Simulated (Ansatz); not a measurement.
Predict the output of the script below (Ansatz 0.2.0, Python API).

Input file `tipbo3.extxyz`:
```text
5
Lattice="3.8992 0.0 0.0 0.0 3.8992 0.0 0.0 0.0 4.1499" Properties=species:S:1:pos:R:3 pbc="T T T"
Ti    1.94960000    1.94960000    2.23347618
Pb    0.00000000    0.00000000    0.00000000
O     1.94960000    1.94960000    0.46893870
O     1.94960000    0.00000000    2.55218850
O     0.00000000    1.94960000    2.55218850
```

The script, `bands_tipbo3.py`:
```python
# -*- coding: utf-8 -*-
"""Bands of TiPbO3 along a path through the zone."""

from dataclasses import dataclass
from pathlib import Path
import warnings

import ansatz
import numpy as np


@dataclass(frozen=True)
class Settings:
    occupations: str = "gaussian"
    xc: str = "rpbe"
    vdw: str = "d3bjatm"
    k_length: int = 13
    tolerance: float = 1e-07
    max_scf: int = 60
    n_empty: int = 8


opts = Settings()


def main():
    crystal = ansatz.Crystal.from_extxyz("tipbo3.extxyz")

    # vertices of the path, as fractions of the reciprocal vectors
    path = [
        ("G", (0.0, 0.0, 0.0)),
        ("X", (0.0, 0.5, 0.0)),
        ("M", (0.5, 0.5, 0.0)),
        ("G", (0.0, 0.0, 0.0)),
        ("Z", (0.0, 0.0, 0.5)),
        ("R", (0.0, 0.5, 0.5)),
        ("A", (0.5, 0.5, 0.5)),
        ("Z", (0.0, 0.0, 0.5)),
    ]
    calc = (
        crystal.calculation()
        .occupations(opts.occupations, width=10 * ansatz.meV)
        .pseudopotentials("nc")
        .functional(opts.xc, dispersion=opts.vdw)
        .eigensolver("auto", full_accuracy=True)
        .kpoints(length=opts.k_length)
        .scf(tolerance=opts.tolerance, max_iterations=opts.max_scf, self_checks="high")
        .band_structure([point for _, point in path], intervals=10)
        .scf(extra_bands=opts.n_empty)
        .band_table()
        .density()
        .potential()
        .electron_localization_function()
        .output_files(volumetric_format="npy")
    )
    with warnings.catch_warnings(record=True) as caught:
        warnings.simplefilter("always")
        res = calc.run()
    print("warnings raised:", sorted(w.category.__name__ for w in caught) or "none")
    report = res.report

    n_atoms = len(report["lattice"]["sites"])
    print("F =", round(report["free_energy_ev"], 4), "eV for", n_atoms, "atoms")
    print("E(sigma -> 0) =", round(report["energy_sigma0_ev"], 4), "eV, TS =", round(report["entropy_ts_ev"], 5), "eV")
    print("closed by", report["closed_by"], "after", report["n_iterations"], "iterations")

    print("band  energy (eV)  occupation (first spin channel), at k =", report["kpoints_frac"][0])
    for band, (e, occ) in enumerate(zip(report["eigenvalues_ev"][0], report["occupations"][0]), start=1):
        print(f"{band:4d} {e:12.4f} {occ:9.4f}")

    folder = Path(res.write_results("fields"))
    print("densities in e/A^3, potentials in eV, ELF without unit")
    for name in sorted(p.name for p in folder.glob("*.npy")):
        field = np.load(folder / name)
        print(f"{name:16s} {str(field.shape):16s} min {field.min():10.4f}  mean {field.mean():10.4f}  max {field.max():10.4f}")

    bands = res.band_structure()
    fermi = bands.fermi_energy_ev
    print(f"zero of the bands: {fermi:.3f} eV, the Fermi level found on the SCF mesh")
    for spin, channel in enumerate(bands.channels):
        print("channel", spin, "- computed levels within 8 eV of the Fermi level")
        for i, (label, _) in enumerate(path):
            levels = channel.eigenvalues_ev[i * 10] - fermi
            print(f"  {label:3s}", " ".join(f"{e:7.3f}" for e in levels if abs(e) < 8))


if __name__ == "__main__":
    main()
```

```console
$ python bands_tipbo3.py
warnings raised: ['DeckWarning']
F = -5278.8091 eV for 5 atoms
E(sigma -> 0) = -5278.8091 eV, TS = 0.0 eV
closed by deck_thresholds after 10 iterations
band  energy (eV)  occupation (first spin channel), at k = [0.0, 0.0, 0.0]
   1     -46.1130    2.0000
   2     -22.4718    2.0000
   3     -22.3473    2.0000
   4     -22.3473    2.0000
   5      -7.3639    2.0000
   6      -6.3728    2.0000
   7      -6.1442    2.0000
   8      -4.8849    2.0000
   9      -4.8849    2.0000
  10      -4.8518    2.0000
  11      -4.7789    2.0000
  12      -4.6486    2.0000
  13       4.6508    2.0000
  14       6.8056    2.0000
  15       6.8056    2.0000
  16       7.2701    2.0000
  17       8.4625    2.0000
  18       8.4625    2.0000
  19       8.8653    2.0000
  20       8.9177    2.0000
  21       9.3489    2.0000
  22       9.3489    2.0000
  23      12.5159    0.0000
  24      13.5765    0.0000
  25      13.5765    0.0000
  26      14.8823    0.0000
  27      15.2594    0.0000
  28      17.1277    0.0000
  29      18.4975    0.0000
  30      18.4975    0.0000
densities in e/A^3, potentials in eV, ELF without unit
elf.npy          (45, 45, 48)     min     0.0013  mean     0.3007  max     0.8958
rho.npy          (45, 45, 48)     min     0.0343  mean     0.6974  max     9.5743
v_es.npy         (45, 45, 48)     min  -414.5423  mean     4.4154  max    15.4571
v_tot.npy        (45, 45, 48)     min  -456.9135  mean    -6.9893  max    10.6118
zero of the bands: 11.271 eV, the Fermi level found on the SCF mesh
channel 0 - computed levels within 8 eV of the Fermi level
  G    -6.621  -4.466  -4.466  -4.001  -2.809  -2.809  -2.406  -2.354  -1.922  -1.922   1.245   2.305   2.305   3.611   3.988   5.856   7.226   7.226
  X    -7.711  -5.188  -3.913  -3.789  -3.479  -3.354  -2.670  -2.595  -2.261  -0.542   2.419   2.614   2.726   2.910   3.751   4.993   5.894   6.179
  M    -5.347  -4.817  -3.863  -3.863  -3.310  -3.310  -2.659  -2.259  -1.070   2.779   2.860   2.860   3.442   4.844   4.844   5.413   6.645
  G    -6.621  -4.466  -4.466  -4.001  -2.809  -2.809  -2.406  -2.354  -1.922  -1.922   1.245   2.305   2.305   3.611   3.988   5.856   7.226   7.226
  Z    -7.824  -4.515  -4.425  -4.425  -3.056  -3.056  -2.549  -1.786  -1.786  -0.948   1.243   2.353   3.119   3.119   3.621   5.738   6.275   6.275
  R    -5.383  -4.769  -3.895  -3.725  -3.442  -3.352  -2.573  -1.652  -1.358   2.567   3.152   3.224   4.157   4.828   4.831   5.257   6.430
  A    -7.387  -5.703  -5.703  -5.445  -4.807  -4.691  -4.543  -1.298  -1.298  -1.096   2.914   2.914   3.194   6.077   6.145   6.145   6.345   6.624
  Z    -7.824  -4.515  -4.425  -4.425  -3.056  -3.056  -2.549  -1.786  -1.786  -0.948   1.243   2.353   3.119   3.119   3.621   5.738   6.275   6.275
```

These settings explore the input space; cutoff and mesh may be short of convergence. No spin polarisation was allowed. Such functionals run on norm-conserving files made under PBE, which can move pressures by some GPa. The computed bands are complete only to about 5.9 eV above the Fermi level. The k-point mesh is coarse, and energy and stress weren't tested for convergence. In a crystal with a gap the Fermi level's place inside it depends on smearing and mesh. The fields are valence quantities on the plane-wave grid; their values near the nuclei depend on the potentials. The structure is a deposited one; some such entries were measured under pressure or heat, so a shift against it needn't be the functional's error alone. Gaps and levels are Kohn-Sham values on a finite set of k-points, without spin-orbit coupling. The whole script took 74 s on 1 thread of Arm Neoverse V1, with other jobs on the host, peak memory 0.57 GiB.
